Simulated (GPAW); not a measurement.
# ZrS2 (P-3m1) in GPAW: Fermi surface with LDA

Aim: the Fermi surface of ZrS2 with LDA.

Everything below comes from runs of GPAW 26.7.0. Logs are shortened: lines on timing, memory, paths and dates and some standing lists are left out, and cuts for length are marked. The log counts tension as positive stress, the text compression.

**1. The structure**

Symmetry: P-3m1, No. 164, trigonal system. The conventional cell has a = 3.691 Å, b = 3.691 Å, c = 6.041 Å, α = 90.00°, β = 90.00°, γ = 120.00°. Zr (site symmetry -3m) is surrounded by 6 S at 2.57 Å. S (site symmetry 3m) is surrounded by 3 Zr at 2.57 Å.

The cell is a database's computed one.

**2. Fermi surface, LDA**

Input file run.py:

```python
import json
import numpy as np
from ase.dft.bandgap import bandgap
from ase.io import read, write
from ase.units import GPa
from gpaw import GPAW, PW, setup_paths

setup_paths.insert(0, '.')

atoms = read('ZrS2.cif')

calc = GPAW(mode=PW(600),
            xc='LDA',
            kpts={'size': (7, 7, 4), 'gamma': True},
            occupations={'name': 'fermi-dirac', 'width': 0.05},
            nbands=24,
            convergence={'density': 1e-05, 'energy': 1e-05},
            maxiter=100,
            txt='gpaw.txt')
atoms.calc = calc
energy = atoms.get_potential_energy()
forces = atoms.get_forces()
stress = atoms.get_stress()
calc.write('gs.gpw')
write('result.traj', atoms)
print(f'Energy: {energy:.6f} eV')
print('Forces (eV/A):')
print(forces.round(4))
print('Stress (GPa):', (stress / GPa).round(3))
print('Fermi level:', round(calc.get_fermi_level(), 4), 'eV')
print(f'Gap: {bandgap(calc)[0]:.4f} eV, direct: {bandgap(calc, direct=True)[0]:.4f} eV')

size = (12, 12, 6)
dense = calc.fixed_density(kpts={'size': size, 'gamma': True}, update_fermi_level=True,
                           convergence={'bands': 'CBM+2.0', 'eigenstates': 1e-7}, txt='dense.txt')
ef = dense.get_fermi_level()
index = np.round(dense.get_bz_k_points() * size).astype(int) % size
recip = 2 * np.pi * atoms.cell.reciprocal()
sheets = []
for s, e_kn in enumerate(dense.eigenvalues()):
    for n in range(e_kn.shape[1] - 2):
        if e_kn[:, n].min() < ef < e_kn[:, n].max():
            e = np.empty(size)
            e[tuple(index.T)] = e_kn[dense.get_bz_to_ibz_map(), n] - ef
            de = np.array([(np.roll(e, -1, c) - np.roll(e, 1, c)) * size[c] / 2 for c in range(3)])
            v = np.linalg.norm(np.einsum('vc,cxyz->vxyz', np.linalg.inv(recip), de), axis=0)
            w = np.exp(-(e / 0.1)**2) / (0.1 * np.pi**0.5)
            sheets.append({'spin': s, 'band': n, 'filled': (e < 0).mean(), 'dos': w.mean(), 'bottom': e.min(), 'top': e.max(),
                           'velocity': (w * v).sum() / w.sum() * 1.519267e5, 'slice': e[:, :, 0].round(3).tolist()})
            print(f'spin {s} band {n}: filled share {sheets[-1]["filled"]:.3f}, from {e.min():.3f} to {e.max():.3f} eV,',
                  f'{w.mean():.3f} states/eV, mean velocity {sheets[-1]["velocity"]:.3e} m/s')
print('Fermi level on the dense mesh:', round(ef, 4), 'eV,', len(sheets), 'sheets')
json.dump({'ef': ef, 'sheets': sheets}, open('fermi.json', 'w'))
```

Input file ZrS2.cif:

```cif
data_ZrS2
_cell_length_a 3.69138255
_cell_length_b 3.69138255
_cell_length_c 6.04107701
_cell_angle_alpha 90.00000000
_cell_angle_beta 90.00000000
_cell_angle_gamma 120.00000000
_space_group_name_H-M_alt 'P1'
_space_group_name_Hall 'P 1'
_space_group_IT_number 1
loop_
_space_group_symop_operation_xyz
'x,y,z'
loop_
_atom_site_label
_atom_site_type_symbol
_atom_site_symmetry_multiplicity
_atom_site_Wyckoff_symbol
_atom_site_fract_x
_atom_site_fract_y
_atom_site_fract_z
_atom_site_occupancy
Zr1 Zr 1 a 0.0000000000 0.0000000000 0.0000000000 1
S1 S 1 a 0.3333333333 0.6666666667 0.2379099700 1
S2 S 1 a 0.6666666667 0.3333333333 0.7620900300 1
```

Potentials or basis: PAW data sets generated in the run's folder for this functional, pw.

Command:

```sh
gpaw-setup -f LDA S Zr
OMP_NUM_THREADS=1 python run.py
```

gpaw.txt:

```text
__  _  _
 | _ |_)|_||  |
 |__||  | ||/\| - 26.7.0

Input parameters:
  mode=PW(ecut=600.0),
  convergence={'density': 1e-05, 'energy': 1e-05},
  kpts=MonkhorstPack(size=(7, 7, 4), gamma=True),
  maxiter=100,
  nbands=24,
  occupations=Occupations(name='fermi-dirac', width=0.05),
  xc=XC(name='LDA')

Diagonalizing LCAO Hamiltonian
Converting LCAO to pw mode

            S

        S

       Zr

Atoms  # Å, Bohr magnetons
|   | symbol |         x |        y |        z |    initial magnetic moments |
|---|--------|-----------|----------|----------|-----------------------------|
| 0 |     Zr |  0.000000 | 0.000000 | 0.000000 | ( 0.0000,  0.0000,  0.0000) |
| 1 |      S | -0.000000 | 2.131221 | 1.437232 | ( 0.0000,  0.0000,  0.0000) |
| 2 |      S |  1.845691 | 1.065610 | 4.603845 | ( 0.0000,  0.0000,  0.0000) |

Unit cell  # Å
| periodic |         x |        y |        z |  lengths |     angles |
|----------|-----------|----------|----------|----------|------------|
|      yes |  3.691383 | 0.000000 | 0.000000 | 3.691383 |  90.000000 |
|      yes | -1.845691 | 3.196831 | 0.000000 | 3.691383 |  90.000000 |
|      yes |  0.000000 | 0.000000 | 6.041077 | 6.041077 | 120.000000 |

Number of symmetries: 12
Symmetry operations  # r_c * U_cc + t_c -> r_c
|    | kind |            matrix            |
|----|------|------------------------------|
|  0 |  σ   |  1, 1, 0,  0,-1, 0,  0, 0, 1 |
|  1 |  S6  |  1, 1, 0, -1, 0, 0,  0, 0,-1 |
|  2 |  E   |  1, 0, 0,  0, 1, 0,  0, 0, 1 |
|  3 |  C2  |  1, 0, 0, -1,-1, 0,  0, 0,-1 |
|  4 |  C2  |  0, 1, 0,  1, 0, 0,  0, 0,-1 |
|  5 |  C3  |  0, 1, 0, -1,-1, 0,  0, 0, 1 |
|  6 |  S6  |  0,-1, 0,  1, 1, 0,  0, 0,-1 |
|  7 |  σ   |  0,-1, 0, -1, 0, 0,  0, 0, 1 |
|  8 |  σ   | -1, 0, 0,  1, 1, 0,  0, 0, 1 |
|  9 |  i   | -1, 0, 0,  0,-1, 0,  0, 0,-1 |
| 10 |  C3  | -1,-1, 0,  1, 0, 0,  0, 0, 1 |
| 11 |  C2  | -1,-1, 0,  0, 1, 0,  0, 0,-1 |

BZ-sampling:
  Number of BZ points: 196
  Number of IBZ points: 28

  Monkhorst-Pack size: [7, 7, 4]
  Monkhorst-Pack shift: [0.0, 0.0, 0.125]

K-points  # in reciprocal-cell coordinates
|     |                                coordinates |     weight |
|-----|--------------------------------------------|------------|
|   0 | (  0.00000000,   0.00000000,   0.00000000) | 0.00510204 |
|   1 | (  0.00000000,   0.00000000,   0.25000000) | 0.01020408 |
|   2 | (  0.00000000,   0.00000000,   0.50000000) | 0.00510204 |
|   3 | (  0.14285714,   0.00000000,  -0.25000000) | 0.03061224 |
|   4 | (  0.14285714,   0.00000000,   0.00000000) | 0.03061224 |
|   5 | (  0.14285714,   0.00000000,   0.25000000) | 0.03061224 |
|   6 | (  0.14285714,   0.00000000,   0.50000000) | 0.03061224 |
|   7 | (  0.28571429,  -0.14285714,   0.00000000) | 0.03061224 |
|   8 | (  0.28571429,  -0.14285714,   0.25000000) | 0.06122449 |
|   9 | (  0.28571429,  -0.14285714,   0.50000000) | 0.03061224 |
| ... |                                            |            |
|  27 | (  0.42857143,   0.42857143,   0.50000000) | 0.03061224 |

Plane wave coefficients: 2424
Cutoff: 600.0 eV

Spin-components: 1 (collinear spins)
Bands:           24
Projectors:      16
Spin-degeneracy: 2
Datatype:        complex128

Parallelization:
  kpt:    1
  domain: 1
  band:   1

Density:
  Valence electrons: 24.0
  Components: 1
  Grid points: [21 21 35]
  Charge: 0.0  # |e|

Potential:
  Grid points: [21 21 35]

species:
  Zr:
    name:    Zirconium
    Z:       40.0
    valence: 12
    core:    28
    charge:  0.0  # [|e|]
    compensation charges:
      type: gauss
      rc: 0.40  # [Å]
      lmax: 2
    cutoffs:
      filter: 2.39  # [Å]
      core: 1.59  # [Å]
    projectors
    | kind |    occ | energy [eV] | rcut [Å] |
    |------|--------|-------------|----------|
    |   4s |  2.000 |     -54.491 |    1.323 |
    |   5s |  2.000 |      -4.587 |    1.323 |
    |   4p |  6.000 |     -32.510 |    1.334 |
    |   5p |  0.000 |      -1.548 |    1.334 |
    |   4d |  2.000 |      -3.736 |    1.244 |
    |    d |        |      23.475 |    1.244 |

    Using partial waves for Zr as LCAO basis

  S:
    name:    Sulfur
    Z:       16.0
    valence: 6
    core:    10
    charge:  0.0  # [|e|]
    compensation charges:
      type: gauss
      rc: 0.24  # [Å]
      lmax: 2
    cutoffs:
      filter: 1.77  # [Å]
      core: 1.66  # [Å]
    projectors
    | kind |    occ | energy [eV] | rcut [Å] |
    |------|--------|-------------|----------|
    |   3s |  2.000 |     -17.278 |    0.974 |
    |   3p |  4.000 |      -7.106 |    0.979 |
    |    s |        |       9.933 |    0.974 |
    |    p |        |      20.105 |    0.979 |
    |    d |        |       0.000 |    0.900 |

    Using partial waves for S as LCAO basis

Reference energy: -119435.730582  # eV

eigensolver:
  PPCG
  Converge bands: occupied
  niter=2

density mixing:
  MSR1-Mixer
  Pratt-step length: 0.05
  Maximum mixing coefficient: 0.75
  Old densities: 10
  SVD Regularization: 0.005
  Good broyden scale: 1.0
  Trust region scale: 1.0
  Backstep threshold: 4.0
  History deletion threshold: 6.0
  Fourier metric: weight=20.0, sigma=0.015

occupation numbers:
  Fermi-Dirac:
    width: 0.0500  # eV

poisson solver:
  ecut: 4800.0  # eV

xc functional:
  name: None

convergence criteria:
- Maximum integral of absolute [dens]ity change: 1e-05 electrons / valence electron
- Maximum [total energy] change in last 3 cyles: 1e-05 eV / valence electron
- Maximum integral of absolute [eigenst]ate change: 4e-08 eV^2 / valence electron
maximum number of iterations: 100

SCF iterations
|iter     | |      energy | eigst |  dens |
|---------|-|-------------|-------|-------|
|iter:   1| |  -23.040514 | +0.19 |       |
|iter:   2| |  -22.870043 | -1.49 | -1.04 |
|iter:   3| |  -22.283479 | -1.19 | -1.09 |
|iter:   4| |  -22.263442 | -2.27 | -1.57 |
|iter:   5| |  -22.254879 | -2.91 | -1.83 |
|iter:   6| |  -22.252045 | -3.71 | -2.06 |
|iter:   7| |  -22.252043 | -5.29 | -3.30 |
|iter:   8| |  -22.252044c| -6.60 | -3.75 |
|iter:   9| |  -22.252044c| -7.50c| -4.81 |
|iter:  10| |  -22.252044c| -8.09c| -5.44c|

Converged in 10 steps
Energy contributions relative to reference atoms: (reference = -119435.730582)

Energy contributions:
  Kinetic:          12.465591
  Coulomb:         -16.864409
  Zero:              0.479820
  External:          0.000000
  Xc:              -18.333043
  Entropy:          -0.000006
  Spinorbit:         0.000000
  ----------------------------
  Free energy:     -22.252047
  Extrapolated:    -22.252044

dipole moment: (-6.750191, -11.691674, -22.093848)  # |e|*Ang

Fermi level: 4.804
Eigenvalues  # (at kpt = [0.000, 0.000, 0.000])
| band index |      eig [eV] | occ [0-2] |
|------------|---------------|-----------|
|          0 |       -44.522 |     2.000 |
|        ... |               |           |
|          4 |        -8.221 |     2.000 |
|          5 |        -6.799 |     2.000 |
|          6 |         0.061 |     2.000 |
|          7 |         1.556 |     2.000 |
|          8 |         1.556 |     2.000 |
|          9 |         4.253 |     2.000 |
|         10 |         4.253 |     2.000 |
|         11 |         4.283 |     2.000 |
|         12 |         5.812 |     0.000 |
|         13 |         5.812 |     0.000 |
|         14 |         6.636 |     0.000 |
|         15 |         9.301 |     0.000 |
|         16 |         9.301 |     0.000 |
|         17 |         9.769 |     0.000 |
|         18 |        10.051 |     0.000 |
|         19 |        13.768 |     0.000 |
|        ... |               |           |
|         23 |        18.109 |     0.000 |

Gap: 0.966 eV
Transition (v -> c):
  (s=0, k=4, n=11, [0.14, 0.00, 0.00]) -> (s=0, k=21, n=12, [0.43, 0.00, 0.50])
Direct/indirect transitions are different
Direct gap: 1.528 eV
Transition at: (s=0, k=0, n=11, [0.00, 0.00, 0.00])

Forces  # eV/Ang
|        x |        y |        z |
|----------|----------|----------|
| -0.00000 |  0.00000 |  0.00000 |  # Zr   0
|  0.00000 | -0.00000 | -0.34420 |  # S    1
|  0.00000 |  0.00000 |  0.34420 |  # S    2

Stress tensor  # eV/Ang^3
|         x |         y |         z |
|-----------|-----------|-----------|
|  0.034467 | -0.000000 |  0.000000 |
| -0.000000 |  0.034467 | -0.000000 |
|  0.000000 | -0.000000 |  0.023560 |

# Writing to gs.gpw (mode='')
```

It took 84 s on 1 thread of Arm Neoverse V2, shared host; peak memory 0.35 GiB.

What came out:

* Free energy: -22.2520 eV
* Pressure: -4.9 GPa
* Largest force: 0.344 eV/Å
* Band gap on the k mesh: 0.97 eV, indirect (least direct gap 1.53 eV)

Forces on the atoms (eV/Å):
```
Zr   0.000  0.000  0.000
S    0.000  0.000 -0.344
S    0.000  0.000  0.344
```

Stress tensor (GPa, compression positive):
```
-5.52  0.00  0.00
 0.00 -5.52  0.00
 0.00  0.00 -3.77
```

Levels at points of the mesh, in eV from the valence-band top:
```
           k point  band 10  band 11  band 12  band 13  band 14  band 15
(0.00, 0.00, 0.00)    -0.07    -0.07    -0.04     1.49     1.49     2.31
(0.00, 0.00, 0.50)    -1.65    -0.17    -0.17     1.46     1.46     2.64
```

Caveat: an odd mesh through Γ misses points on the zone boundary, where band edges often lie.
